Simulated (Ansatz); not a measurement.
**Al: a trial structure relaxed**

Where does this trial cell of Al go when cell and atoms are let free?

Program: Ansatz 0.2.0. Level of theory: DFT PBE, scalar-relativistic, plane waves, PAW. These are calculated values, not measurements.

## Step 1: The starting structure

The structure is tetragonal, space group P4/mmm (No. 123). Conventional cell: a = 2.507 Å, b = 2.507 Å, c = 2.668 Å, α = 90.00°, β = 90.00°, γ = 90.00°. Al (site symmetry 4/mmm) has 6 Al at 2.51 to 2.67 Å as nearest neighbours.

As a file:

```xyz
1
Lattice="2.5070 0.0000 0.0000 0.0000 2.5070 0.0000 0.0000 0.0000 2.6681" Properties=species:S:1:pos:R:3 pbc="T T T"
Al    0.0000    0.0000    1.3341
```

A structure generator made this guess: random cell by space group and Wyckoff sites (P4/mmm, No. 123). Lengths come from tabulated atomic sizes and are only a guess.

## Step 2: The guess as it stands, on a coarse mesh

input.yaml reads:

```yaml
crystal:
  lattice:
    - [2.50701908, 0.0, 0.0]
    - [0.0, 2.50701908, 0.0]
    - [0.0, 0.0, 2.66812424]
  atoms:
    - { symbol: Al, position: [0.0, 0.0, 0.5] }
basis:
  ecutwfc: 420
kpoints:
  mp_grid: { grid: [6, 6, 6] }
hamiltonian:
  xc: pbe
scf:
  occupations: { method: gaussian, width: 0.1 }
  lower_state_search: "off"
output:
  forces: true
  stress: true
  eigenvalues: true
```

The run is started by

```sh
$ ansatz run input.yaml --threads 1 --pin off --max-ram 2560MiB --backend cpu --events-out ev --progress --plain --runs-dir out
```

Log:

```text
Warning: RAYON_NUM_THREADS=1 ignored (pool sized by the plan → 1); use --threads N
Engine: ansatz 0.2.0, aarch64-unknown-linux-gnu
Pseudopotentials: kind: paw
Pseudopotential: Al, paw, valence charge 3, recommended cutoff 420 eV (normal), Al.paw.azcp
Functional definition: PBE
  parameter kappa = 0.804
  parameter beta = 0.06672455060314922
  exchange = pbe_x(kappa = kappa, mu = beta*pi^2/3)
  correlation = pbe_c(beta = beta)
Crystal: 1 atoms, lattice volume = 16.770 Å³
Basis set: ecut = 420 eV, 321 PW (Γ), exchange–correlation on 36×36×36 points (8 copies of the dense FFT grid, shifted against one another)
Bands: 6, of which v1, the nominal top of the filled ones, is band 2 counted from 1 (1 counted from 0)
Symmetry: 16 space group operations
Space group: P4/mmm (ITA 123), of the structure as read, at distance tolerance 2.6e-5 Å
k-points: 40 of 216
Non-local potential: Al, projectors of the file, l = 0: 2, l = 1: 2, l = 2: 1
PAW form: soft (Blöchl's): semilocal exchange-correlation on the pseudo side does not see the compensation charge
PAW one-centre angular grid: Al, 110 points (default); XC on 64 Gauss nodes
Initial density: superposition of atomic densities (neutral atoms: chi_scale 0, normalization atom), corrected by the library's trained network
Initial wavefunctions: pseudopotential atomic-orbital guess
Functional: x = pbe(κ = 0.804, μ = 0.2195149727645171), c = pbe(β = 0.06672455060314922)
SCF iter   1: F=—  HF=-536.899081 eV  |F-HF|=—  |Δ(HF+E_count)|=         —  Δρ=1.74e-3  dr2=6.43e-4  ethr=1.77e-3  ⟨swp⟩=4.9  Hψ=2168  notcnv=0
preconditioner: auto → none  [insulator: Δε(μ)=0.192 eV  Ē_g=13.258 eV  σ=0.100 eV  W_gap=0.58  n_scr=0 (ndim 8)  ℏωp=15.7 eV  f_vac=0.000  D(μ)=0.19/eV (n_scr^D=0)  ε∞_Penn≈2.4]
SCF iter   2: F=—  HF=-536.899008 eV  |F-HF|=—  |Δ(HF+E_count)|=   7.25e-5  Δρ=8.15e-4  dr2=1.35e-4  ethr=2.14e-5  ⟨swp⟩=1.1  Hψ=562  notcnv=0
SCF iter   3: F=—  HF=-536.899002 eV  |F-HF|=—  |Δ(HF+E_count)|=   6.00e-6  Δρ=5.14e-5  dr2=4.82e-7  ethr=4.49e-6  ⟨swp⟩=1.9  Hψ=322  notcnv=0
SCF iter   4: F=—  HF=-536.899069 eV  |F-HF|=—  |Δ(HF+E_count)|=   6.64e-5  Δρ=1.72e-5  dr2=2.50e-8  ethr=1.61e-8  ⟨swp⟩=2.4  Hψ=322  notcnv=0
iter 5 did not close the SCF: its close was put off for the readings that it lacked (scf_convergence_deferred on its scf_iter line)
SCF iter   5: F=-536.899069 eV  HF=-536.899069 eV  |F-HF|=1.19e-10  |Δ(HF+E_count)|=   4.90e-8  Δρ=1.92e-6  dr2=7.03e-10  ethr=8.33e-10  ⟨swp⟩=2.0  Hψ=313  notcnv=0
SCF iter   6: F=-536.899069 eV  HF=-536.899069 eV  |F-HF|=1.02e-11  |Δ(HF+E_count)|=  2.27e-13  Δρ=3.93e-7  dr2=3.19e-11  ethr=2.34e-11  ⟨swp⟩=2.1  Hψ=779  notcnv=0
SCF 1 converged in 6 iterations: F = -536.899069 eV  dr2 = 3.19e-11
SCF converged after 6 iterations
Free energy (F): -536.899069 eV
Harris-Foulkes:  -536.899069 eV  (|F-HF|=1.02e-11)
Internal energy: -536.898146 eV  (E = F + TS)
E sigma→0 (E₀):  -536.898608 eV
Entropy (-TS):   -0.000922 eV (-0.922 meV/atom)
Fermi energy:    7.367754 eV
--- Per-component energies (eV) ---
  E_band       = 9.673731
  E_kinetic    = 23.384235
  E_local      = 7.224384  (includes V_loc(G=0)·N_el)
  E_nonlocal   = 11.477805
  E_hartree    = 0.330707
  E_xc         = -39.852650
  E_vxc        = -29.059961  (∫ρ·V_xc dr)
  E_paw        = -467.729168  (= ΣΔE_a)
  E_vpaw       = -4.014144  (= ΣTr[D̂ρ^β])
  E_aug_tail   = -0.000002  (compensation charges beyond the density's cutoff)
  E_ewald      = -71.733458
  E_smearing   = -0.000922  (= −TS)
  E_closure    = 0.000000  (closes the sum)
  Σ components = -536.899069   (vs F -536.899069, Δ=0.00e0)
--- Forces (eV/Å), atoms counted from 1 ---
  atom   1  Al     0.00000000     0.00000000     0.00000000
  max |Σ_I F_I| component: 3.08e-31 eV/Å
--- Stress (GPa, compression-positive) ---
       20.533759      -0.000000      -0.000000
       -0.000000      20.533759      -0.000000
       -0.000000      -0.000000       8.212002
  P = ⅓ Tr σ = 16.4265 GPa (164.265 kbar)
--- Band table (eV; the first three rows and the last of 40) ---
  k-point 0: bands = ["-3.3508", "15.0960", "16.1046", "16.2158", "18.8638", "18.8638"]
  k-point 1: bands = ["-2.7826", "10.2577", "16.6524", "19.3244", "19.3244", "20.7149"]
  k-point 2: bands = ["-1.1036", "5.5949", "17.7677", "20.7012", "20.7012", "24.2712"]
  k-point 39: bands = ["10.5847", "10.5847", "11.4140", "12.5012", "13.2057", "13.2057"]
```

It took 0.47 s on 1 thread of Arm Neoverse V1, shared host; peak memory 0.23 GiB.

The probe gives pressure 16.4 GPa, largest force 0.00 eV/Å, gap on this mesh none (metal). A cheap, loose relaxation comes first.

## Step 3: A loose first relaxation

input.yaml: that of step 2 with these lines changed.

```diff
@@ -20 +20,6 @@
   eigenvalues: true
+relax:
+  adjacent_minimum: "off"
+  f_tol: 0.04
+  max_steps: 70
+  cell: { stress_tol: 0.4 }
```

The run is started by

```sh
$ ansatz run input.yaml --threads 1 --pin off --max-ram 2560MiB --backend cpu --events-out ev --progress --plain --runs-dir out
```

Log:

```text
Warning: RAYON_NUM_THREADS=1 ignored (pool sized by the plan → 1); use --threads N
[... 8 set-up lines as earlier in the session ...]
Crystal: 1 atoms, lattice volume = 16.770 Å³
Basis set: ecut = 420 eV, 321 PW (Γ), exchange–correlation on 36×36×36 points (8 copies of the dense FFT grid, shifted against one another)
Bands: 6, of which v1, the nominal top of the filled ones, is band 2 counted from 1 (1 counted from 0)
[... 2 set-up lines as earlier in the session ...]
k-points: 40 of 216
[... 6 set-up lines as earlier in the session ...]
SCF iter   1: F=—  HF=-536.899081 eV  |F-HF|=—  |Δ(HF+E_count)|=         —  Δρ=1.74e-3  dr2=6.43e-4  ethr=1.77e-3  ⟨swp⟩=4.9  Hψ=2168  notcnv=0
preconditioner: auto → none  [insulator: Δε(μ)=0.192 eV  Ē_g=13.258 eV  σ=0.100 eV  W_gap=0.58  n_scr=0 (ndim 8)  ℏωp=15.7 eV  f_vac=0.000  D(μ)=0.19/eV (n_scr^D=0)  ε∞_Penn≈2.4]
SCF iter   2: F=—  HF=-536.899008 eV  |F-HF|=—  |Δ(HF+E_count)|=   7.25e-5  Δρ=8.15e-4  dr2=1.35e-4  ethr=2.14e-5  ⟨swp⟩=1.1  Hψ=562  notcnv=0
SCF iter   3: F=—  HF=-536.899002 eV  |F-HF|=—  |Δ(HF+E_count)|=   6.00e-6  Δρ=5.14e-5  dr2=4.82e-7  ethr=4.49e-6  ⟨swp⟩=1.9  Hψ=322  notcnv=0
SCF iter   4: F=—  HF=-536.899069 eV  |F-HF|=—  |Δ(HF+E_count)|=   6.64e-5  Δρ=1.72e-5  dr2=2.50e-8  ethr=1.61e-8  ⟨swp⟩=2.4  Hψ=322  notcnv=0
iter 5 did not close the SCF: its close was put off for the readings that it lacked (scf_convergence_deferred on its scf_iter line)
SCF iter   5: F=-536.899069 eV  HF=-536.899069 eV  |F-HF|=1.19e-10  |Δ(HF+E_count)|=   4.90e-8  Δρ=1.92e-6  dr2=7.03e-10  ethr=8.33e-10  ⟨swp⟩=2.0  Hψ=313  notcnv=0
SCF iter   6: F=-536.899069 eV  HF=-536.899069 eV  |F-HF|=1.02e-11  |Δ(HF+E_count)|=  2.27e-13  Δρ=3.93e-7  dr2=3.19e-11  ethr=2.34e-11  ⟨swp⟩=2.1  Hψ=779  notcnv=0
SCF 1 converged in 6 iterations: F = -536.899069 eV  dr2 = 3.19e-11
relax step   1: F+E_penalty+E_count = -536.89906868 eV  Δ(F+E_penalty+E_count) = +0.000e0 eV  max|allowed force component| = 0.000e0 eV/Å  Δτ_max = 0.0000 Å  P = +16.427 GPa  Ω = 16.770 Å³  (6 SCF iters, dr2 threshold 1.00e-7 eV, accepted)
Crystal: 1 atoms, lattice volume = 19.040 Å³
Basis set: ecut = 420 eV, 373 PW (Γ), exchange–correlation on 36×36×36 points (8 copies of the dense FFT grid, shifted against one another)
Initial density: handed on by an earlier stage of this run
Initial wavefunctions: those handed on with the density
iter 1 solved again at ethr=4.78e-5 eV; its pass at ethr=3.10e-3 eV (dr2=1.44e-3 eV) is discarded
SCF iter   1: F=—  HF=-537.044117 eV  |F-HF|=—  |Δ(HF+E_count)|=         —  Δρ=2.71e-3  dr2=1.43e-3  ethr=4.78e-5  ⟨swp⟩=1.0  Hψ=2568  notcnv=0
preconditioner: auto → none  [insulator: Δε(μ)=0.229 eV  Ē_g=12.292 eV  σ=0.100 eV  W_gap=0.80  n_scr=0 (ndim 8)  ℏωp=14.7 eV  f_vac=0.000  D(μ)=0.25/eV (n_scr^D=0)  ε∞_Penn≈2.4]
SCF iter   2: F=—  HF=-537.042625 eV  |F-HF|=—  |Δ(HF+E_count)|=   1.49e-3  Δρ=1.29e-3  dr2=2.88e-4  ethr=4.76e-5  ⟨swp⟩=1.0  Hψ=242  notcnv=0
SCF iter   3: F=—  HF=-537.042211 eV  |F-HF|=—  |Δ(HF+E_count)|=   4.14e-4  Δρ=7.15e-5  dr2=7.21e-7  ethr=9.60e-6  ⟨swp⟩=1.8  Hψ=282  notcnv=0
SCF iter   4: F=—  HF=-537.042184 eV  |F-HF|=—  |Δ(HF+E_count)|=   2.70e-5  Δρ=9.50e-6  dr2=1.76e-8  ethr=3.33e-9  ⟨swp⟩=5.0  Hψ=1251  notcnv=0
SCF iter   5: F=-537.042184 eV  HF=-537.042184 eV  |F-HF|=2.06e-11  |Δ(HF+E_count)|=   4.00e-9  Δρ=1.23e-6  dr2=3.02e-10  ethr=5.86e-10  ⟨swp⟩=1.9  Hψ=660  notcnv=0
SCF 2 converged in 5 iterations: F = -537.042184 eV  dr2 = 3.02e-10
relax step   2: F+E_penalty+E_count = -537.04218438 eV  Δ(F+E_penalty+E_count) = -1.431e-1 eV  max|allowed force component| = 0.000e0 eV/Å  Δτ_max = 0.0000 Å  P = +3.996 GPa  Ω = 19.040 Å³  energy of the carried Pulay correction = -6.677e-4 eV  (5 SCF iters, dr2 threshold 1.00e-7 eV, accepted)
Crystal: 1 atoms, lattice volume = 19.992 Å³
Basis set: ecut = 420 eV, 397 PW (Γ), exchange–correlation on 36×36×36 points (8 copies of the dense FFT grid, shifted against one another)
iter 1 solved again at ethr=1.16e-5 eV; its pass at ethr=3.10e-3 eV (dr2=3.49e-4 eV) is discarded
SCF iter   1: F=—  HF=-537.055518 eV  |F-HF|=—  |Δ(HF+E_count)|=         —  Δρ=1.19e-3  dr2=3.68e-4  ethr=1.16e-5  ⟨swp⟩=1.6  Hψ=2519  notcnv=0
preconditioner: auto → none  [metal: Δε(μ)=0.031 eV  Ē_g=11.943 eV  σ=0.100 eV  W_gap=0.17  n_scr=0 (ndim 8)  ℏωp=14.4 eV  f_vac=0.000  D(μ)=0.54/eV (n_scr^D=0)]
SCF iter   2: F=—  HF=-537.055295 eV  |F-HF|=—  |Δ(HF+E_count)|=   2.23e-4  Δρ=4.70e-4  dr2=4.66e-5  ethr=1.16e-5  ⟨swp⟩=1.0  Hψ=240  notcnv=0
SCF iter   3: F=—  HF=-537.055176 eV  |F-HF|=—  |Δ(HF+E_count)|=   1.19e-4  Δρ=5.99e-5  dr2=5.75e-7  ethr=1.55e-6  ⟨swp⟩=1.6  Hψ=274  notcnv=0
SCF iter   4: F=-537.055176 eV  HF=-537.055176 eV  |F-HF|=9.36e-10  |Δ(HF+E_count)|=   3.87e-7  Δρ=3.52e-6  dr2=2.30e-9  ethr=3.33e-9  ⟨swp⟩=4.7  Hψ=1243  notcnv=0
SCF 3 converged in 4 iterations: F = -537.055176 eV  dr2 = 2.30e-9
relax step   3: F+E_penalty+E_count = -537.05517609 eV  Δ(F+E_penalty+E_count) = -1.299e-2 eV  max|allowed force component| = 0.000e0 eV/Å  Δτ_max = 0.0000 Å  P = +0.980 GPa  Ω = 19.992 Å³  energy of the carried Pulay correction = -9.249e-4 eV  (4 SCF iters, dr2 threshold 1.00e-7 eV, accepted)
Crystal: 1 atoms, lattice volume = 20.340 Å³
Basis set: ecut = 420 eV, 405 PW (Γ), exchange–correlation on 36×36×36 points (8 copies of the dense FFT grid, shifted against one another)
iter 1 solved again at ethr=2.07e-6 eV; its pass at ethr=3.10e-3 eV (dr2=6.20e-5 eV) is discarded
SCF iter   1: F=—  HF=-537.056452 eV  |F-HF|=—  |Δ(HF+E_count)|=         —  Δρ=4.99e-4  dr2=6.86e-5  ethr=2.07e-6  ⟨swp⟩=2.5  Hψ=2408  notcnv=0
preconditioner: auto → none  [metal: Δε(μ)=0.029 eV  Ē_g=11.820 eV  σ=0.100 eV  W_gap=0.16  n_scr=0 (ndim 8)  ℏωp=14.3 eV  f_vac=0.000  D(μ)=0.63/eV (n_scr^D=6)]
SCF iter   2: F=—  HF=-537.056334 eV  |F-HF|=—  |Δ(HF+E_count)|=   1.18e-4  Δρ=1.97e-4  dr2=9.11e-6  ethr=2.07e-6  ⟨swp⟩=1.0  Hψ=240  notcnv=0
SCF iter   3: F=—  HF=-537.056327 eV  |F-HF|=—  |Δ(HF+E_count)|=   7.50e-6  Δρ=2.42e-5  dr2=1.03e-7  ethr=3.04e-7  ⟨swp⟩=1.0  Hψ=240  notcnv=0
SCF iter   4: F=-537.056326 eV  HF=-537.056326 eV  |F-HF|=5.71e-11  |Δ(HF+E_count)|=   9.75e-8  Δρ=1.55e-6  dr2=5.83e-10  ethr=3.33e-9  ⟨swp⟩=3.0  Hψ=590  notcnv=0
SCF 4 converged in 4 iterations: F = -537.056326 eV  dr2 = 5.83e-10
relax step   4: F+E_penalty+E_count = -537.05632641 eV  Δ(F+E_penalty+E_count) = -1.150e-3 eV  max|allowed force component| = 0.000e0 eV/Å  Δτ_max = 0.0000 Å  P = +0.180 GPa  Ω = 20.340 Å³  energy of the carried Pulay correction = -1.015e-3 eV  (4 SCF iters, dr2 threshold 1.00e-7 eV, accepted)
Crystal: 1 atoms, lattice volume = 20.474 Å³
iter 1 solved again at ethr=4.55e-6 eV; its pass at ethr=3.10e-3 eV (dr2=1.36e-4 eV) is discarded
SCF iter   1: F=—  HF=-537.056751 eV  |F-HF|=—  |Δ(HF+E_count)|=         —  Δρ=6.47e-4  dr2=1.38e-4  ethr=4.55e-6  ⟨swp⟩=1.0  Hψ=2261  notcnv=0
preconditioner: auto → none  [metal: Δε(μ)=0.092 eV  Ē_g=11.777 eV  σ=0.100 eV  W_gap=0.48  n_scr=0 (ndim 8)  ℏωp=14.2 eV  f_vac=0.000  D(μ)=0.65/eV (n_scr^D=6)]
SCF iter   2: F=—  HF=-537.056708 eV  |F-HF|=—  |Δ(HF+E_count)|=   4.33e-5  Δρ=1.95e-4  dr2=1.17e-5  ethr=4.55e-6  ⟨swp⟩=1.0  Hψ=240  notcnv=0
SCF iter   3: F=—  HF=-537.056618 eV  |F-HF|=—  |Δ(HF+E_count)|=   9.03e-5  Δρ=2.04e-5  dr2=8.92e-8  ethr=3.33e-9  ⟨swp⟩=3.6  Hψ=1146  notcnv=0
SCF iter   4: F=-537.056618 eV  HF=-537.056618 eV  |F-HF|=2.04e-9  |Δ(HF+E_count)|=   4.62e-8  Δρ=4.22e-6  dr2=5.10e-9  ethr=2.97e-9  ⟨swp⟩=2.1  Hψ=700  notcnv=0
SCF 5 converged in 4 iterations: F = -537.056618 eV  dr2 = 5.10e-9
relax step   5: F+E_penalty+E_count = -537.05661752 eV  Δ(F+E_penalty+E_count) = -2.911e-4 eV  max|allowed force component| = 0.000e0 eV/Å  Δτ_max = 0.0000 Å  P = +0.097 GPa  Ω = 20.474 Å³  energy of the carried Pulay correction = -1.050e-3 eV  (4 SCF iters, dr2 threshold 1.00e-7 eV, accepted)
Crystal: 1 atoms, lattice volume = 20.796 Å³
iter 1 solved again at ethr=1.19e-5 eV; its pass at ethr=3.10e-3 eV (dr2=3.58e-4 eV) is discarded
SCF iter   1: F=—  HF=-537.056487 eV  |F-HF|=—  |Δ(HF+E_count)|=         —  Δρ=1.03e-3  dr2=3.58e-4  ethr=1.19e-5  ⟨swp⟩=1.1  Hψ=2411  notcnv=0
preconditioner: auto → none  [insulator: Δε(μ)=0.110 eV  Ē_g=11.677 eV  σ=0.100 eV  W_gap=0.56  n_scr=0 (ndim 8)  ℏωp=14.1 eV  f_vac=0.000  D(μ)=0.54/eV (n_scr^D=0)  ε∞_Penn≈2.5]
SCF iter   2: F=—  HF=-537.056369 eV  |F-HF|=—  |Δ(HF+E_count)|=   1.19e-4  Δρ=3.35e-4  dr2=3.54e-5  ethr=1.19e-5  ⟨swp⟩=1.0  Hψ=240  notcnv=0
SCF iter   3: F=—  HF=-537.056269 eV  |F-HF|=—  |Δ(HF+E_count)|=   9.95e-5  Δρ=3.29e-5  dr2=2.18e-7  ethr=1.18e-6  ⟨swp⟩=1.5  Hψ=267  notcnv=0
SCF iter   4: F=-537.056269 eV  HF=-537.056269 eV  |F-HF|=3.99e-9  |Δ(HF+E_count)|=   8.54e-8  Δρ=5.49e-6  dr2=9.40e-9  ethr=3.33e-9  ⟨swp⟩=4.6  Hψ=1242  notcnv=0
SCF 6 converged in 4 iterations: F = -537.056269 eV  dr2 = 9.40e-9
relax step   6: F+E_penalty+E_count = -537.05626899 eV  Δ(F+E_penalty+E_count) = +3.485e-4 eV  max|allowed force component| = 0.000e0 eV/Å  Δτ_max = 0.0000 Å  P = -0.390 GPa  Ω = 20.796 Å³  energy of the carried Pulay correction = -1.134e-3 eV  (4 SCF iters, dr2 threshold 1.00e-7 eV, rejected (line search))
Crystal: 1 atoms, lattice volume = 20.568 Å³
iter 1 solved again at ethr=3.38e-6 eV; its pass at ethr=3.10e-3 eV (dr2=1.02e-4 eV) is discarded
SCF iter   1: F=—  HF=-537.056897 eV  |F-HF|=—  |Δ(HF+E_count)|=         —  Δρ=5.62e-4  dr2=1.03e-4  ethr=3.38e-6  ⟨swp⟩=1.9  Hψ=2361  notcnv=0
preconditioner: auto → none  [insulator: Δε(μ)=0.101 eV  Ē_g=11.747 eV  σ=0.100 eV  W_gap=0.52  n_scr=0 (ndim 8)  ℏωp=14.2 eV  f_vac=0.000  D(μ)=0.67/eV (n_scr^D=6)  ε∞_Penn≈2.5]
SCF iter   2: F=—  HF=-537.056863 eV  |F-HF|=—  |Δ(HF+E_count)|=   3.45e-5  Δρ=1.73e-4  dr2=8.86e-6  ethr=3.38e-6  ⟨swp⟩=1.0  Hψ=240  notcnv=0
SCF iter   3: F=—  HF=-537.056773 eV  |F-HF|=—  |Δ(HF+E_count)|=   9.00e-5  Δρ=1.96e-5  dr2=6.25e-8  ethr=2.95e-7  ⟨swp⟩=1.4  Hψ=259  notcnv=0
SCF iter   4: F=—  HF=-537.056773 eV  |F-HF|=—  |Δ(HF+E_count)|=   4.44e-8  Δρ=1.65e-6  dr2=7.60e-10  ethr=2.08e-9  ⟨swp⟩=1.9  Hψ=289  notcnv=0
SCF iter   5: F=-537.056773 eV  HF=-537.056773 eV  |F-HF|=9.09e-12  |Δ(HF+E_count)|=  9.13e-11  Δρ=3.21e-7  dr2=1.69e-11  ethr=2.13e-11  ⟨swp⟩=3.3  Hψ=505  notcnv=0
SCF 7 converged in 5 iterations: F = -537.056773 eV  dr2 = 1.69e-11
relax step   7: F+E_penalty+E_count = -537.05677283 eV  Δ(F+E_penalty+E_count) = -1.553e-4 eV  max|allowed force component| = 0.000e0 eV/Å  Δτ_max = 0.0000 Å  P = +0.049 GPa  Ω = 20.568 Å³  energy of the carried Pulay correction = -1.075e-3 eV  (5 SCF iters, accepted)
Basis set: ecut = 420 eV, 405 PW (Γ), exchange–correlation on 36×36×40 points (8 copies of the dense FFT grid, shifted against one another)
Initial wavefunctions: pseudopotential atomic-orbital guess (no wavefunctions were taken with the density)
iter 1 solved again at ethr=1.41e-7 eV; its pass at ethr=3.10e-3 eV (dr2=4.23e-6 eV) is discarded
SCF iter   1: F=—  HF=-537.059782 eV  |F-HF|=—  |Δ(HF+E_count)|=         —  Δρ=1.87e-4  dr2=7.41e-7  ethr=1.41e-7  ⟨swp⟩=2.4  Hψ=2829  notcnv=0
preconditioner: auto → none  [insulator: Δε(μ)=0.106 eV  Ē_g=11.746 eV  σ=0.100 eV  W_gap=0.54  n_scr=0 (ndim 8)  ℏωp=14.2 eV  f_vac=0.000  D(μ)=0.65/eV (n_scr^D=6)  ε∞_Penn≈2.5]
SCF iter   2: F=—  HF=-537.059779 eV  |F-HF|=—  |Δ(HF+E_count)|=   3.35e-6  Δρ=9.59e-5  dr2=1.87e-7  ethr=2.47e-8  ⟨swp⟩=1.9  Hψ=301  notcnv=0
SCF iter   3: F=—  HF=-537.059782 eV  |F-HF|=—  |Δ(HF+E_count)|=   3.56e-6  Δρ=7.25e-6  dr2=6.53e-9  ethr=6.23e-9  ⟨swp⟩=1.9  Hψ=301  notcnv=0
SCF iter   4: F=-537.059782 eV  HF=-537.059782 eV  |F-HF|=3.47e-10  |Δ(HF+E_count)|=   1.11e-8  Δρ=1.58e-6  dr2=3.38e-10  ethr=2.13e-11  ⟨swp⟩=3.8  Hψ=573  notcnv=0
SCF 8 converged in 4 iterations: F = -537.059782 eV  dr2 = 3.38e-10
relax step   8: F+E_penalty+E_count = -537.05978226 eV  Δ(F+E_penalty+E_count) = -3.009e-3 eV  max|allowed force component| = 0.000e0 eV/Å  Δτ_max = 0.0000 Å  P = +0.220 GPa  Ω = 20.568 Å³  stress off target by 3.52e-1 GPa  SCF on the basis re-selected at this cell (its energy is not comparable with the rows above)  (4 SCF iters)
basis re-selected at this cell: Δ(F+E_penalty+E_count) = -3.009e-3 eV, ΔP = +0.172 GPa vs the last step (what re-selecting the basis moved, of the pressure what is left beyond the Pulay correction that the steps carried, after the strain that the cell walked since its last selection, with what the two solves' SCF thresholds leave and, on support functions, any second-order correction that the steps lacked; it is no measure of the basis error at this ecutwfc). The dense FFT grid was sized anew with the basis: this SCF ran on 18×18×20 points, the steps before it on 18×18×18, so part of this shift can come from that change (see relax.cell in the input reference). This SCF's stress stands 3.52e-1 GPa from its target on what of the cell is left free (relax.cell.stress_tol is 4.00e-1 GPa) and its largest allowed force component is 0.00e0 eV/Å (relax.f_tol is 4.00e-2 eV/Å): within both
SCF converged after 4 iterations
Free energy (F): -537.059782 eV
Harris-Foulkes:  -537.059782 eV  (|F-HF|=3.47e-10)
Internal energy: -537.056525 eV  (E = F + TS)
E sigma→0 (E₀):  -537.058153 eV
Entropy (-TS):   -0.003258 eV (-3.258 meV/atom)
Fermi energy:    5.374545 eV
--- Per-component energies (eV) ---
  E_band       = 5.291835
  E_kinetic    = 20.753469
  E_local      = 3.773063  (includes V_loc(G=0)·N_el)
  E_nonlocal   = 10.947649
  E_hartree    = 0.513230
  E_xc         = -38.663815
  E_vxc        = -27.510833  (∫ρ·V_xc dr)
  E_paw        = -467.360459  (= ΣΔE_a)
  E_vpaw       = -3.697964  (= ΣTr[D̂ρ^β])
  E_aug_tail   = -0.000002  (compensation charges beyond the density's cutoff)
  E_ewald      = -67.019660
  E_smearing   = -0.003258  (= −TS)
  E_closure    = 0.000000  (closes the sum)
  Σ components = -537.059782   (vs F -537.059782, Δ=0.00e0)
--- Forces (eV/Å), atoms counted from 1 ---
  atom   1  Al     0.00000000    -0.00000000     0.00000000
  max |Σ_I F_I| component: 4.62e-33 eV/Å
--- Stress (GPa, compression-positive) ---
        0.154790      -0.000000      -0.000000
       -0.000000       0.154790       0.000000
       -0.000000       0.000000       0.351602
  P = ⅓ Tr σ = 0.2204 GPa (2.204 kbar)
--- Band table (eV; the first three rows and the last of 40) ---
  k-point 0: bands = ["-4.0034", "12.7967", "12.9205", "13.7550", "15.2009", "15.2009"]
  k-point 1: bands = ["-3.5112", "8.1037", "14.1337", "15.6105", "15.6105", "17.3819"]
  k-point 2: bands = ["-2.0666", "3.9790", "15.0981", "16.8060", "16.8060", "20.3420"]
  k-point 39: bands = ["8.0269", "8.0269", "8.7401", "10.6397", "11.1909", "11.1909"]
--- Relaxed structure (7 steps of the walk, 6 accepted, 1 SCFs on fresh bases) ---
  F+E_penalty+E_count = -537.05978226 eV   max|allowed force component| = 0.000e0 eV/Å   (the final SCF, on the basis selected at the relaxed cell)
  cell:  # Å, volume = 20.5680 Å³
    - [2.685424500206869, 2.5465846544739274e-33, 9.054522911566452e-33]
    - [1.037497451822711e-33, 2.685424500206869, -5.187487259113555e-34]
    - [9.435626515009341e-33, -5.5208437028457066e-34, 2.8521114983269835]
  atoms:
    - { symbol: Al, position: [-3.4211388289180104e-49, 0.0, 0.49999999999999994] }
```

Wall time 3.5 s (1 thread of Arm Neoverse V1, shared host); peak memory 0.25 GiB.

Step by step:

```csv
step,energy from step 1 (eV/cell),largest force component (eV/Å),pressure (GPa),volume (Å³)
1,0.0000,0.0000,16.43,16.77
2,-0.1431,0.0000,4.00,19.04
3,-0.1561,0.0000,0.98,19.99
4,-0.1573,0.0000,0.18,20.34
5,-0.1575,0.0000,0.10,20.47
6,-0.1572,0.0000,-0.39,20.80
7,-0.1577,0.0000,0.05,20.57
8,-0.1607,0.0000,0.22,20.57
```

Step 1 is the start. Step 8 repeats the geometry before it on a plane-wave basis chosen anew for that cell, so its energy need not be comparable with the rows above. Step 6 was tried and not accepted.

|  | before | after | change |
| --- | --- | --- | --- |
| a (Å) | 2.507 | 2.685 | +7.1 % |
| b (Å) | 2.507 | 2.685 | +7.1 % |
| c (Å) | 2.668 | 2.852 | +6.9 % |
| volume (Å³/atom) | 16.77 | 20.57 | +22.7 % |
| shortest distance (Å) | 2.507 | 2.685 | +7.1 % |
| space group (0.01 Å) | P4/mmm | P4/mmm | same |

Forces and stress were held to the start's 16 operations: a distortion of lower symmetry was not tested.

(Part 1 of 2 ends here.)
